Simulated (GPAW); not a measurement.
## BeS in GPAW: the effect of functional

Crystal: BeS.

```
S Be
1.0
     0.00000    2.42500    2.42500
     2.42500    0.00000    2.42500
     2.42500    2.42500    0.00000
S Be
1 1
Direct
  0.75000 0.75000 0.75000
  0.00000 0.00000 0.00000
```

Alike in all runs:

| Quantity | Value |
| --- | --- |
| Program | GPAW 26.7.0 |
| Task | single point |
| Cutoff | 800 eV |
| Basis | pw |
| k mesh | 9 × 9 × 9 |
| Occupations | fermi-dirac, width 0.05 eV |
| Spin | no spin polarisation |

```tsv
functional	potentials or basis	gap on the mesh (eV)
LDA	the program's PAW data sets (release 1.2.1) made for this functional	2.99
optB88-vdW	GPAW PAW data sets (gpaw-data 1.2.1)	3.32
TB-mBJ	GPAW PAW data sets for LDA (gpaw-data 1.2.1)	4.24
PBEsol	PAW data sets generated in the run's folder for this functional	3.02
r2SCAN	GPAW PAW data sets (gpaw-data 1.2.1)	3.66
vdW-DF-cx	GPAW PAW data sets (gpaw-data 1.2.1)	?
revPBE	the program's PAW data sets (release 1.2.1) made for this functional	3.28
vdW-DF2	GPAW PAW data sets (gpaw-data 1.2.1)	3.59
```

Q: What does the run with functional vdW-DF-cx give?

A: gap on the mesh 3.14 eV.

Caveats: an odd mesh through Γ misses points on the zone boundary, where band edges often lie; a model potential gives levels but no total energy (some runs).

Runs at the PBE level aren't shown here.
